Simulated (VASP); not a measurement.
# TiAl, energy along a vibration (SMASS = -2): which settings are enough?

TiAl, atoms displaced along the mode, 2 atoms in the cell. PBE, energy along a line of displacements; PAW potentials Ti_sv, Al (PBE set). VASP 6.6.1.

Wanted: harmonic frequency within 1 %.

Mode: optical mode at Gamma along [111].

POSCAR of the starting run:
```
TiAl
1.0
    3.1790640000      0.0000000000      0.0000000000
    0.0000000000      3.1790640000      0.0000000000
    0.0000000000      0.0000000000      3.1790640000
Ti Al
1 1
Direct
   -0.0052373726     -0.0052373726     -0.0052373726
    0.5092914389      0.5092914389      0.5092914389

    0.0041624857   0.0041624857   0.0041624857
   -0.0073845197  -0.0073845197  -0.0073845197
```

The series start from k mesh: 6 × 6 × 6; Cutoff (eV): 360; Step along the mode (Å): 0.02; Electronic threshold (eV): 1e-7; Smearing width (eV): 0.15; Precision and projection: Accurate, reciprocal space. Each series keeps the choices made before it, and each single choice may use up half of a tolerance.

## k mesh

| k mesh | Harmonic frequency (THz) | Time (s) |
|---|---|---|
| 3 × 3 × 3 | 9.441 | 8.2 |
| 4 × 4 × 4 | 9.671 | 12 |
| 5 × 5 × 5 | 9.532 | 14 |
| 6 × 6 × 6 | 9.446 | 23 |
| 8 × 8 × 8 | 9.475 | 45 |
| 9 × 9 × 9 | 9.478 | 62 |
| 12 × 12 × 12 (reference) | 9.471 | 125 |

## Cutoff (eV)

| Cutoff (eV) | Harmonic frequency (THz) | Time (s) |
|---|---|---|
| 200 | 9.597 | 12 |
| 240 | 9.5 | 10 |
| 280 | 9.452 | 17 |
| 320 | 9.452 | 24 |
| 360 | 9.446 | 23 |
| 420 (reference) | 9.441 | 27 |

## Electronic threshold (eV)

| Electronic threshold (eV) | Harmonic frequency (THz) | Time (s) |
|---|---|---|
| 0.001 | 9.446 | 21 |
| 0.0001 | 9.446 | 24 |
| 1e-5 | 9.445 | 25 |
| 1e-6 | 9.445 | 29 |
| 1e-7 | 9.445 | 26 |
| 1e-8 (reference) | 9.445 | 36 |

## Smearing width (eV)

| Smearing width (eV) | Harmonic frequency (THz) | Time (s) |
|---|---|---|
| 0.4 | 9.429 | 14 |
| 0.3 | 9.436 | 14 |
| 0.2 | 9.443 | 14 |
| 0.15 | 9.446 | 21 |
| 0.1 (reference) | 9.449 | 14 |

## Precision and projection

| Precision and projection | Harmonic frequency (THz) | Time (s) |
|---|---|---|
| Accurate, reciprocal space | 9.429 | 14 |
| Normal, reciprocal space | 9.438 | 8.4 |
| Normal, Auto | 9.454 | 13 |

## Question

The rows run from the loosest to the tightest (no order: precision and projection). For each series: choose the loosest value from which every tighter one stays within half of the tolerance; where there is no order, keep the first row unless others stay within half of the tolerance and take at least 30 % less time, and then take the fastest.

## Answer

- k mesh: 6 × 6 × 6
- Cutoff (eV): 280
- Electronic threshold (eV): 0.001
- Smearing width (eV): 0.4
- Precision and projection: Normal, reciprocal space

Also changed on the way, by series that aren't shown: Step along the mode (Å): 0.08.

## All choices together

| Input | Harmonic frequency (THz) | Time (s) |
|---|---|---|
| defaults on a coarse mesh (naive) | 9.462 | 1.8 |
| chosen settings | 9.438 | 8.4 |
| reference settings throughout | 9.466 | 157 |

The tolerance is met.

## The input

INCAR:
```
  GGA = PE
  PREC = Normal
  ENCUT = 280
  EDIFF = 0.001
  ALGO = Normal
  LREAL = F
  LASPH = T
  ISMEAR = 1
  SIGMA = 0.4
  ISYM = 0
  LWAVE = F
  LCHARG = F
  IBRION = 0
  SMASS = -2
  POTIM = 1
  NSW = 9
  NELMIN = 4
  KPAR = 2
```

KPOINTS:
```
Automatic mesh
0
Gamma
  6 6 6
  0 0 0
```

POSCAR:
```
TiAl
1.0
    3.1790640000      0.0000000000      0.0000000000
    0.0000000000      3.1790640000      0.0000000000
    0.0000000000      0.0000000000      3.1790640000
Ti Al
1 1
Direct
   -0.0209494905     -0.0209494905     -0.0209494905
    0.5371657554      0.5371657554      0.5371657554

    0.0166499428   0.0166499428   0.0166499428
   -0.0295380788  -0.0295380788  -0.0295380788
```

Commands:
```
cat potpaw_PBE.64/Ti_sv/POTCAR potpaw_PBE.64/Al/POTCAR > POTCAR
mpirun -np 2 vasp_std > vasp.out
```

The naive input happens to agree within the tolerance here, in 1.8 s.

Limits: NELMIN = 4 forces that many electronic steps, so a loose EDIFF looks better here than it is.

The chosen input took VASP 6.6.1 8.4 s on 2 cores (Intel Xeon Platinum 8375C @ 2.90GHz (Ice Lake)), a shared host.

## An input that fails: SMASS left out, so the atoms move under their forces

It runs to its end, but against the unchanged starting input it is off by 3.5 % in the harmonic frequency.

Changes against the starting input:
```
- SMASS = -2
```
